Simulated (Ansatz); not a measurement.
# SiNi: elastic constants

Aim: for SiNi, find the equilibrium cell, relax to small forces and stress and compute the elastic constants.

Program: Ansatz 0.2.0. Level of theory: DFT r2SCAN, scalar-relativistic, plane waves, PAW. These are calculated values, not measurements.

### Step 1. Starting point

The structure is orthorhombic, space group Pmmn (No. 59). Conventional cell: a = 2.943 Å, b = 3.280 Å, c = 4.677 Å, α = 90.00°, β = 90.00°, γ = 90.00°. Si (site symmetry mm2) has 6 Ni at 2.34 to 2.37 Å and 4 Si at 2.65 Å as nearest neighbours. Ni (site symmetry mm2) is surrounded by 6 Si at 2.34 to 2.37 Å and 4 Ni at 2.65 Å.

Structure file:

```cif
data_structure
_symmetry_space_group_name_H-M 'Pmmn:1'
_symmetry_Int_Tables_number 59
_cell_length_a 2.9428
_cell_length_b 3.2803
_cell_length_c 4.6774
_cell_angle_alpha 90.000
_cell_angle_beta 90.000
_cell_angle_gamma 90.000
_cell_volume 45.15
loop_
_atom_site_label
_atom_site_type_symbol
_atom_site_symmetry_multiplicity
_atom_site_Wyckoff_symbol
_atom_site_fract_x
_atom_site_fract_y
_atom_site_fract_z
_atom_site_occupancy
Si1 Si 2 a 0.00000 0.00000 0.15686 1
Ni1 Ni 2 a 0.00000 0.00000 0.65750 1
```

The structure comes from the Materials Project (structure only).

### Step 2. Probe: one point at the start

The input, input.yaml:

```yaml
crystal:
  lattice:
    - [2.94277066, 0.0, 0.0]
    - [0.0, 3.28032554, 0.0]
    - [0.0, 0.0, 4.67744676]
  atoms:
    - { symbol: Si, position: [0.0, 0.0, 0.15685684] }
    - { symbol: Si, position: [0.5, 0.5, 0.84314316] }
    - { symbol: Ni, position: [0.0, 0.0, 0.65750441] }
    - { symbol: Ni, position: [0.5, 0.5, 0.34249559] }
basis:
  ecutwfc: 500
kpoints:
  mp_grid: { grid: [6, 6, 4] }
hamiltonian:
  xc: r2scan
scf:
  occupations: { method: gaussian, width: 0.1 }
output:
  forces: true
  stress: true
  eigenvalues: true
```

On the command line:

```
$ ansatz run input.yaml --threads 2 --pin off --max-ram 5120MiB --backend cpu --events-out ev --progress --plain --runs-dir out
```

Log, cut to the lines that bear on the results:

```text
[...]
SCF converged after 9 iterations
Free energy (F): -12970.368940 eV
[...]
E sigma→0 (E₀):  -12970.366705 eV
Entropy (-TS):   -0.004470 eV (-1.117 meV/atom)
Fermi energy:    16.182531 eV
[...]
--- Forces (eV/Å), atoms counted from 1 ---
  atom   1  Si     0.00000000     0.00000000     0.00534647
  atom   2  Si     0.00000000     0.00000000    -0.00534647
  atom   3  Ni     0.00000000     0.00000000    -0.03141636
  atom   4  Ni     0.00000000     0.00000000     0.03141636
[...]
--- Stress (GPa, compression-positive) ---
        0.628212       0.000000       0.000000
        0.000000      -0.248349       0.000000
        0.000000       0.000000      -0.305588
  P = ⅓ Tr σ = 0.0248 GPa (0.248 kbar)
--- Band table (eV; the first three rows and the last of 48) ---
  k-point 0: bands = ["-91.4869", "-91.4771", "-50.5274", "-50.4979", "-50.4183", "-50.3783", "-50.3328", "-50.3027", "1.3357", "7.5091", "9.1988", "11.7017", "12.2523", "13.1010", "13.2664", "13.2837", "13.2856", "13.4113", "13.7828", "14.1284", "14.1782", "14.7934", "17.5914", [...]
[...]
```

It took 4.8 s on 2 threads of Intel Xeon Platinum 8259CL at 2.50GHz (Skylake/Cascade Lake), shared host; peak memory 0.51 GiB.

The probe gives pressure 0.0 GPa, largest force 0.03 eV/Å, gap on this mesh none (metal). The gap decides the next run's mesh: 14×12×10 points.

### Step 3. Full relaxation

Edit input.yaml of step 2 so:

```diff
@@ -13,3 +13,3 @@
 kpoints:
-  mp_grid: { grid: [6, 6, 4] }
+  mp_grid: { grid: [14, 12, 10] }
 hamiltonian:
@@ -22 +22,6 @@
   eigenvalues: true
+relax:
+  adjacent_minimum: "off"
+  f_tol: 0.005
+  max_steps: 80
+  cell: { stress_tol: 0.05 }
```

On the command line:

```
$ ansatz run input.yaml --threads 2 --pin off --max-ram 5120MiB --backend cpu --events-out ev --progress --plain --runs-dir out
```

Log:

```text
Warning: RAYON_NUM_THREADS=2 ignored (pool sized by the plan → 2); use --threads N
Engine: ansatz 0.2.0, x86_64-unknown-linux-gnu
Pseudopotentials: kind: paw
Pseudopotential: Si, paw, valence charge 4, recommended cutoff 500 eV (meta_gga), Si.paw.azcp
Pseudopotential: Ni, paw, valence charge 18, recommended cutoff 500 eV (meta_gga), Ni.paw.azcp
Functional definition: r2SCAN
  parameter k0 = 0.174
  parameter k1 = 0.065
  parameter a1 = 4.9479
  exchange = r2scan_x(k0 = k0, k1 = k1, a1 = a1)
  correlation = r2scan_c
Crystal: 4 atoms, lattice volume = 45.153 Å³
Basis set: ecut = 500 eV, 1133 PW (Γ), exchange–correlation on 96×96×144 points (64 copies of the dense FFT grid, shifted against one another)
Bands: 27, of which v1, the nominal top of the filled ones, is band 22 counted from 1 (21 counted from 0)
Symmetry: 8 space group operations
Space group: Pmmn (ITA 59), of the structure as read, at distance tolerance 3.6e-5 Å
k-points: 336 of 1680
Non-local potential: Si, projectors of the file, l = 0: 2, l = 1: 2, l = 2: 2
Non-local potential: Ni, projectors of the file, l = 0: 3, l = 1: 2, l = 2: 3, l = 3: 1
PAW form: soft (Blöchl's): semilocal exchange-correlation on the pseudo side does not see the compensation charge
PAW frozen core: Si, regenerated for the run's functional (the file was generated under x = pbe(κ = 0.804, μ = 0.2195149727645171), c = pbe(β = 0.06672455060314922))
PAW frozen core: Ni, regenerated for the run's functional (the file was generated under x = pbe(κ = 0.804, μ = 0.2195149727645171), c = pbe(β = 0.06672455060314922))
PAW one-centre angular grid: Si, 302 points (default); XC on 160 Gauss nodes
PAW one-centre angular grid: Ni, 590 points (default); XC on 160 Gauss nodes
Initial density: superposition of atomic densities (neutral atoms: chi_scale 0, normalization atom), corrected by the library's trained network
Initial wavefunctions: pseudopotential atomic-orbital guess
Functional: x = r2scan, c = r2scan; τ floored in thin density (d = 2e-4 eV/Å³)
SCF iter   1: F=—  HF=-12970.264816 eV  |F-HF|=—  |Δ(HF+E_count)|=         —  Δρ=3.20e-2  dr2=4.09e-1  dr2_τ=1.19e-1  ethr=1.77e-3  ⟨swp⟩=5.3  Hψ=38787  notcnv=0
preconditioner: auto → Kerker (q_TF=auto, 2.717 Å⁻¹)  [metal: Δε(μ)=0.011 eV  Ē_g=8.156 eV  σ=0.100 eV  W_gap=0.06  n_scr=16 (ndim 8)  ℏωp=29.2 eV  f_vac=0.000  D(μ)=1.19/eV (n_scr^D=6)]
SCF iter   2: F=—  HF=-12970.401187 eV  |F-HF|=—  |Δ(HF+E_count)|=   1.36e-1  Δρ=2.53e-2  dr2=1.44e-1  dr2_τ=2.23e-3  ethr=9.30e-4  ⟨swp⟩=3.0  Hψ=17905  notcnv=0  defer=246
SCF iter   3: F=—  HF=-12970.373211 eV  |F-HF|=—  |Δ(HF+E_count)|=   2.80e-2  Δρ=8.10e-3  dr2=3.15e-2  dr2_τ=7.72e-5  ethr=3.27e-4  ⟨swp⟩=2.3  Hψ=14337  notcnv=0  defer=246
SCF iter   4: F=—  HF=-12970.368859 eV  |F-HF|=—  |Δ(HF+E_count)|=   4.35e-3  Δρ=2.36e-3  dr2=1.58e-3  dr2_τ=1.91e-5  ethr=7.15e-5  ⟨swp⟩=1.3  Hψ=12166  notcnv=0  defer=245
SCF iter   5: F=—  HF=-12970.368945 eV  |F-HF|=—  |Δ(HF+E_count)|=   8.62e-5  Δρ=1.45e-3  dr2=5.44e-4  dr2_τ=8.15e-6  ethr=3.58e-6  ⟨swp⟩=2.0  Hψ=14821  notcnv=0  defer=245
SCF iter   6: F=—  HF=-12970.368901 eV  |F-HF|=—  |Δ(HF+E_count)|=   4.37e-5  Δρ=4.59e-4  dr2=6.03e-5  dr2_τ=4.71e-7  ethr=1.24e-6  ⟨swp⟩=2.0  Hψ=13074  notcnv=0  defer=245
SCF iter   7: F=—  HF=-12970.368907 eV  |F-HF|=—  |Δ(HF+E_count)|=   6.20e-6  Δρ=2.03e-4  dr2=1.02e-5  dr2_τ=7.15e-8  ethr=1.37e-7  ⟨swp⟩=1.4  Hψ=9416  notcnv=0  defer=245
SCF iter   8: F=—  HF=-12970.368907 eV  |F-HF|=—  |Δ(HF+E_count)|=   6.63e-8  Δρ=2.69e-5  dr2=2.72e-7  dr2_τ=2.82e-9  ethr=2.32e-8  ⟨swp⟩=2.4  Hψ=14142  notcnv=0  defer=245
SCF iter   9: F=-12970.368907 eV  HF=-12970.368907 eV  |F-HF|=2.08e-8  |Δ(HF+E_count)|=   3.68e-8  Δρ=1.60e-5  dr2=8.84e-8  dr2_τ=7.28e-10  ethr=2.27e-10  ⟨swp⟩=8.4  Hψ=41042  notcnv=0
SCF 1 converged in 9 iterations: F = -12970.368907 eV  dr2 = 8.84e-8
relax step   1: F+E_penalty+E_count = -12970.36890733 eV  Δ(F+E_penalty+E_count) = +0.000e0 eV  max|allowed force component| = 3.201e-2 eV/Å  Δτ_max = 0.0000 Å  P = +0.283 GPa  Ω = 45.153 Å³  (9 SCF iters, dr2 threshold 1.00e-7 eV, accepted)
Crystal: 4 atoms, lattice volume = 45.196 Å³
Initial density: handed on by an earlier stage of this run
Initial wavefunctions: those handed on with the density
iter 1 solved again at ethr=1.03e-7 eV; its pass at ethr=3.10e-3 eV (dr2=4.55e-5 eV) is discarded
SCF iter   1: F=—  HF=-12970.369038 eV  |F-HF|=—  |Δ(HF+E_count)|=         —  Δρ=3.14e-4  dr2=3.72e-5  dr2_τ=1.19e-4  ethr=1.03e-7  ⟨swp⟩=2.1  Hψ=42967  notcnv=0
preconditioner: auto → Kerker (q_TF=auto, 2.716 Å⁻¹)  [metal: Δε(μ)=0.012 eV  Ē_g=8.031 eV  σ=0.100 eV  W_gap=0.07  n_scr=16 (ndim 8)  ℏωp=29.2 eV  f_vac=0.000  D(μ)=1.16/eV (n_scr^D=6)]
SCF iter   2: F=—  HF=-12970.369164 eV  |F-HF|=—  |Δ(HF+E_count)|=   1.26e-4  Δρ=2.78e-4  dr2=1.94e-5  dr2_τ=2.22e-7  ethr=8.46e-8  ⟨swp⟩=2.0  Hψ=16477  notcnv=0
SCF iter   3: F=—  HF=-12970.369162 eV  |F-HF|=—  |Δ(HF+E_count)|=   1.88e-6  Δρ=1.29e-4  dr2=6.28e-6  dr2_τ=6.03e-8  ethr=4.41e-8  ⟨swp⟩=2.0  Hψ=12409  notcnv=0
SCF iter   4: F=—  HF=-12970.369162 eV  |F-HF|=—  |Δ(HF+E_count)|=   1.56e-7  Δρ=4.91e-5  dr2=1.22e-6  dr2_τ=1.63e-8  ethr=1.43e-8  ⟨swp⟩=1.0  Hψ=9072  notcnv=0
SCF iter   5: F=-12970.369161 eV  HF=-12970.369162 eV  |F-HF|=4.98e-8  |Δ(HF+E_count)|=   4.09e-8  Δρ=1.93e-5  dr2=1.49e-7  dr2_τ=8.22e-10  ethr=9.09e-10  ⟨swp⟩=5.9  Hψ=41993  notcnv=0
SCF 2 converged in 5 iterations: F = -12970.369161 eV  dr2 = 1.49e-7
relax step   2: F+E_penalty+E_count = -12970.36916148 eV  Δ(F+E_penalty+E_count) = -2.542e-4 eV  max|allowed force component| = 2.323e-2 eV/Å  Δτ_max = 0.0007 Å  P = +0.136 GPa  Ω = 45.196 Å³  energy of the carried Pulay correction = -2.852e-5 eV  (5 SCF iters, dr2 threshold 4.00e-7 eV, accepted)
Crystal: 4 atoms, lattice volume = 45.408 Å³
Basis set: ecut = 500 eV, 1149 PW (Γ), exchange–correlation on 96×96×144 points (64 copies of the dense FFT grid, shifted against one another)
iter 1 solved again at ethr=4.98e-6 eV; its pass at ethr=3.10e-3 eV (dr2=2.19e-3 eV) is discarded
SCF iter   1: F=—  HF=-12970.359094 eV  |F-HF|=—  |Δ(HF+E_count)|=         —  Δρ=2.46e-3  dr2=2.26e-3  dr2_τ=9.60e-3  ethr=4.98e-6  ⟨swp⟩=2.1  Hψ=52630  notcnv=0
preconditioner: auto → Kerker (q_TF=auto, 2.714 Å⁻¹)  [metal: Δε(μ)=0.013 eV  Ē_g=7.997 eV  σ=0.100 eV  W_gap=0.07  n_scr=16 (ndim 8)  ℏωp=29.2 eV  f_vac=0.000  D(μ)=1.15/eV (n_scr^D=6)]
SCF iter   2: F=—  HF=-12970.369545 eV  |F-HF|=—  |Δ(HF+E_count)|=   1.05e-2  Δρ=1.99e-3  dr2=9.34e-4  dr2_τ=1.27e-5  ethr=4.98e-6  ⟨swp⟩=2.0  Hψ=16944  notcnv=0
SCF iter   3: F=—  HF=-12970.369548 eV  |F-HF|=—  |Δ(HF+E_count)|=   3.86e-6  Δρ=1.37e-3  dr2=6.26e-4  dr2_τ=5.58e-6  ethr=2.12e-6  ⟨swp⟩=2.2  Hψ=13583  notcnv=0
SCF iter   4: F=—  HF=-12970.369514 eV  |F-HF|=—  |Δ(HF+E_count)|=   3.40e-5  Δρ=3.03e-4  dr2=3.43e-5  dr2_τ=1.59e-6  ethr=1.42e-6  ⟨swp⟩=2.7  Hψ=13437  notcnv=0
SCF iter   5: F=—  HF=-12970.369517 eV  |F-HF|=—  |Δ(HF+E_count)|=   2.98e-6  Δρ=1.65e-4  dr2=5.85e-6  dr2_τ=8.17e-8  ethr=7.80e-8  ⟨swp⟩=2.5  Hψ=15459  notcnv=0
SCF iter   6: F=—  HF=-12970.369518 eV  |F-HF|=—  |Δ(HF+E_count)|=   4.80e-7  Δρ=3.77e-5  dr2=4.39e-7  dr2_τ=5.63e-9  ethr=1.33e-8  ⟨swp⟩=2.2  Hψ=14543  notcnv=0
SCF iter   7: F=-12970.369518 eV  HF=-12970.369518 eV  |F-HF|=2.21e-7  |Δ(HF+E_count)|=   1.62e-7  Δρ=2.71e-5  dr2=2.51e-7  dr2_τ=6.61e-10  ethr=9.09e-10  ⟨swp⟩=6.0  Hψ=41175  notcnv=0
SCF 3 converged in 7 iterations: F = -12970.369518 eV  dr2 = 2.51e-7
relax step   3: F+E_penalty+E_count = -12970.36951779 eV  Δ(F+E_penalty+E_count) = -3.563e-4 eV  max|allowed force component| = 3.200e-2 eV/Å  Δτ_max = 0.0054 Å  P = -0.315 GPa  Ω = 45.408 Å³  energy of the carried Pulay correction = -1.689e-4 eV  (7 SCF iters, dr2 threshold 4.00e-7 eV, accepted)
[... 11 lines left out ...]
relax step   4: F+E_penalty+E_count = -12970.36990801 eV  Δ(F+E_penalty+E_count) = -3.902e-4 eV  max|allowed force component| = 1.696e-2 eV/Å  Δτ_max = 0.0014 Å  P = -0.051 GPa  Ω = 45.302 Å³  energy of the carried Pulay correction = -9.930e-5 eV  (6 SCF iters, dr2 threshold 4.00e-7 eV, accepted)
[... 13 lines left out ...]
relax step   5: F+E_penalty+E_count = -12970.36983320 eV  Δ(F+E_penalty+E_count) = +7.481e-5 eV  max|allowed force component| = 2.517e-2 eV/Å  Δτ_max = 0.0035 Å  P = -0.041 GPa  Ω = 45.318 Å³  energy of the carried Pulay correction = -1.093e-4 eV  (8 SCF iters, dr2 threshold 1.85e-8 eV, rejected (line search))
[... 14 lines left out ...]
relax step   6: F+E_penalty+E_count = -12970.36994398 eV  Δ(F+E_penalty+E_count) = -3.597e-5 eV  max|allowed force component| = 1.411e-3 eV/Å  Δτ_max = 0.0013 Å  P = -0.019 GPa  Ω = 45.303 Å³  energy of the carried Pulay correction = -9.937e-5 eV  (10 SCF iters, accepted)
Initial wavefunctions: pseudopotential atomic-orbital guess (no wavefunctions were taken with the density)
iter 1 solved again at ethr=3.24e-7 eV; its pass at ethr=3.10e-3 eV (dr2=1.43e-4 eV) is discarded
SCF iter   1: F=—  HF=-12970.370003 eV  |F-HF|=—  |Δ(HF+E_count)|=         —  Δρ=1.27e-4  dr2=1.74e-7  dr2_τ=3.69e-7  ethr=3.24e-7  ⟨swp⟩=3.0  Hψ=62655  notcnv=0
preconditioner: auto → Kerker (q_TF=auto, 2.715 Å⁻¹)  [metal: Δε(μ)=0.013 eV  Ē_g=8.011 eV  σ=0.100 eV  W_gap=0.07  n_scr=16 (ndim 8)  ℏωp=29.2 eV  f_vac=0.000  D(μ)=1.13/eV (n_scr^D=6)]
SCF iter   2: F=—  HF=-12970.370037 eV  |F-HF|=—  |Δ(HF+E_count)|=   3.42e-5  Δρ=6.67e-5  dr2=1.31e-7  dr2_τ=3.37e-7  ethr=3.95e-10  ⟨swp⟩=2.5  Hψ=16957  notcnv=0
SCF iter   3: F=—  HF=-12970.370049 eV  |F-HF|=—  |Δ(HF+E_count)|=   1.17e-5  Δρ=2.55e-5  dr2=9.70e-8  dr2_τ=2.44e-8  ethr=2.98e-10  ⟨swp⟩=2.0  Hψ=13788  notcnv=0
SCF iter   4: F=—  HF=-12970.370050 eV  |F-HF|=—  |Δ(HF+E_count)|=   8.66e-7  Δρ=1.72e-6  dr2=3.80e-10  dr2_τ=6.86e-11  ethr=2.20e-10  ⟨swp⟩=2.0  Hψ=12530  notcnv=0
SCF iter   5: F=—  HF=-12970.370050 eV  |F-HF|=—  |Δ(HF+E_count)|=  3.58e-10  Δρ=2.42e-6  dr2=1.62e-9  dr2_τ=5.43e-11  ethr=1.00e-12  ⟨swp⟩=2.0  Hψ=16458  notcnv=0
SCF iter   6: F=-12970.370050 eV  HF=-12970.370050 eV  |F-HF|=1.09e-11  |Δ(HF+E_count)|=   1.67e-9  Δρ=2.54e-7  dr2=1.36e-11  dr2_τ=1.42e-12  ethr=1.00e-12  ⟨swp⟩=4.0  Hψ=42381  notcnv=0
SCF 7 converged in 6 iterations: F = -12970.370050 eV  dr2 = 1.36e-11
relax step   7: F+E_penalty+E_count = -12970.37004974 eV  Δ(F+E_penalty+E_count) = -1.058e-4 eV  max|allowed force component| = 1.431e-3 eV/Å  Δτ_max = 0.0000 Å  P = -0.016 GPa  Ω = 45.303 Å³  stress off target by 4.58e-2 GPa  SCF on the basis re-selected at this cell (its energy is not comparable with the rows above)  (6 SCF iters)
basis re-selected at this cell: Δ(F+E_penalty+E_count) = -1.058e-4 eV, ΔP = +0.003 GPa vs the last step (what re-selecting the basis moved, of the pressure what is left beyond the Pulay correction that the steps carried, after the strain that the cell walked since its last selection, with what the two solves' SCF thresholds leave and, on support functions, any second-order correction that the steps lacked; it is no measure of the basis error at this ecutwfc). This SCF's stress stands 4.58e-2 GPa from its target on what of the cell is left free (relax.cell.stress_tol is 5.00e-2 GPa) and its largest allowed force component is 1.43e-3 eV/Å (relax.f_tol is 5.00e-3 eV/Å): within both
SCF converged after 6 iterations
Free energy (F): -12970.370050 eV
Harris-Foulkes:  -12970.370050 eV  (|F-HF|=1.09e-11)
Internal energy: -12970.364400 eV  (E = F + TS)
E sigma→0 (E₀):  -12970.367225 eV
Entropy (-TS):   -0.005649 eV (-1.412 meV/atom)
Fermi energy:    16.172709 eV
--- Per-component energies (eV) ---
  E_band       = -643.880709
  E_kinetic    = 658.713326
  E_local      = -8885.356631  (includes V_loc(G=0)·N_el)
  E_nonlocal   = 1329.015253
  E_hartree    = 3852.666108
  E_xc         = -265.868601
  E_vxc        = -342.568832  (∫ρ·V_xc dr)
  E_paw        = -4329.883173  (= ΣΔE_a)
  E_vpaw       = -1131.416360  (= ΣTr[D̂ρ^β])
  E_aug_tail   = 0.000500  (compensation charges beyond the density's cutoff)
  E_vtau       = 22.400102  (kinetic-family band-sum trace: ∫τ·v_τ [+ j·A + Jᵃ·Aᵃ] dr)
  E_ewald      = -5328.898179
  E_core_change = -0.753003  (= ΣΔE_core)
  E_smearing   = -0.005649  (= −TS)
  E_closure    = -0.000000  (closes the sum)
  Σ components = -12970.370050   (vs F -12970.370050, Δ=0.00e0)
--- Forces (eV/Å), atoms counted from 1 ---
  atom   1  Si     0.00000000     0.00000000    -0.00039447
  atom   2  Si    -0.00000000    -0.00000000     0.00039447
  atom   3  Ni     0.00000000    -0.00000000     0.00143061
  atom   4  Ni    -0.00000000     0.00000000    -0.00143061
  max |Σ_I F_I| component: 0.00e0 eV/Å
--- Stress (GPa, compression-positive) ---
       -0.002787       0.000000       0.000000
        0.000000      -0.045816       0.000000
        0.000000       0.000000      -0.000208
  P = ⅓ Tr σ = -0.0163 GPa (-0.163 kbar)
--- Band table (eV; the first three rows and the last of 336) ---
  k-point 0: bands = ["-91.5290", "-91.5191", "-50.5700", "-50.5407", "-50.4586", "-50.4190", "-50.3801", "-50.3486", "1.3064", "7.5107", "9.1850", "11.6642", "12.2993", "12.9888", "13.2113", "13.2176", "13.2756", "13.3926", "13.6981", "14.0830", "14.1323", "14.8990", "17.1547", "19.4373", "21.7901", "21.8591", "23.7091"]
  k-point 1: bands = ["-91.5290", "-91.5191", "-50.5700", "-50.5408", "-50.4586", "-50.4190", "-50.3801", "-50.3486", "1.3636", "7.1157", "9.4445", "11.6873", "12.2767", "12.9903", "13.2157", "13.2471", "13.2882", "13.3268", "13.6594", "14.1274", "14.2814", "15.0779", "17.2776", "19.4044", "21.4439", "21.7674", "23.3781"]
  k-point 2: bands = ["-91.5290", "-91.5191", "-50.5699", "-50.5410", "-50.4586", "-50.4190", "-50.3801", "-50.3486", "1.5273", "6.3580", "9.8413", "11.7483", "12.2162", "12.9952", "13.1816", "13.2040", "13.2277", "13.3456", "13.5637", "14.1143", "14.9739", "15.5317", "17.6209", "19.3179", "20.5902", "21.7085", "22.6390"]
  k-point 335: bands = ["-91.5230", "-91.5230", "-50.5539", "-50.5539", "-50.4501", "-50.4501", "-50.3719", "-50.3719", "8.4874", "8.4874", "8.9002", "8.9002", "10.9037", "10.9037", "12.3298", "12.3298", "13.1679", "13.1679", "13.9568", "13.9568", "14.5108", "14.5108", "15.7629", "15.7629", "17.3152", "17.3152", "24.7500"]
--- Relaxed structure (6 steps of the walk, 5 accepted, 1 SCFs on fresh bases) ---
  F+E_penalty+E_count = -12970.37004974 eV   max|allowed force component| = 1.431e-3 eV/Å   (the final SCF, on the basis selected at the relaxed cell)
  cell:  # Å, volume = 45.3026 Å³
    - [2.9810271576869183, 0.0, 0.0]
    - [0.0, 3.2557867993778786, 0.0]
    - [0.0, 0.0, 4.667679419205891]
  atoms:
    - { symbol: Si, position: [0.0, 0.0, 0.15639723206027048] }
    - { symbol: Si, position: [0.5, 0.5000000000000001, 0.8436027679397295] }
    - { symbol: Ni, position: [0.0, 0.0, 0.6567761256032811] }
    - { symbol: Ni, position: [0.5, 0.5000000000000001, 0.343223874396719] }
```

Run time: 3.6 min. Hardware: 2 threads of Intel Xeon Platinum 8259CL at 2.50GHz (Skylake/Cascade Lake), shared host; peak memory 0.84 GiB.

The steps of the relaxation:

| step | E - E(step 1) (eV/cell) | largest force component (eV/Å) | pressure (GPa) | volume (Å³) |
| --- | --- | --- | --- | --- |
| 1 | 0.0000 | 0.0320 | 0.28 | 45.15 |
| 2 | -0.0003 | 0.0232 | 0.14 | 45.20 |
| 3 | -0.0006 | 0.0320 | -0.31 | 45.41 |
| 4 | -0.0010 | 0.0170 | -0.05 | 45.30 |
| 5 | -0.0009 | 0.0252 | -0.04 | 45.32 |
| 6 | -0.0010 | 0.0014 | -0.02 | 45.30 |
| 7 | -0.0011 | 0.0014 | -0.02 | 45.30 |

Step 1 is the start. Step 7 repeats the geometry before it on a plane-wave basis chosen anew for that cell, so its energy need not be comparable with the rows above. Step 5 was tried and not accepted.

|  | before | after | change |
| --- | --- | --- | --- |
| a (Å) | 2.943 | 2.981 | +1.3 % |
| b (Å) | 3.280 | 3.256 | -0.7 % |
| c (Å) | 4.677 | 4.668 | -0.2 % |
| volume (Å³/atom) | 11.29 | 11.33 | +0.3 % |
| shortest distance (Å) | 2.336 | 2.332 | -0.2 % |
| space group (0.01 Å) | Pmmn | Pmmn | same |

The run keeps the 8 symmetry operations of the start, so it could not have lowered the symmetry.

[end of part 1 of 3]
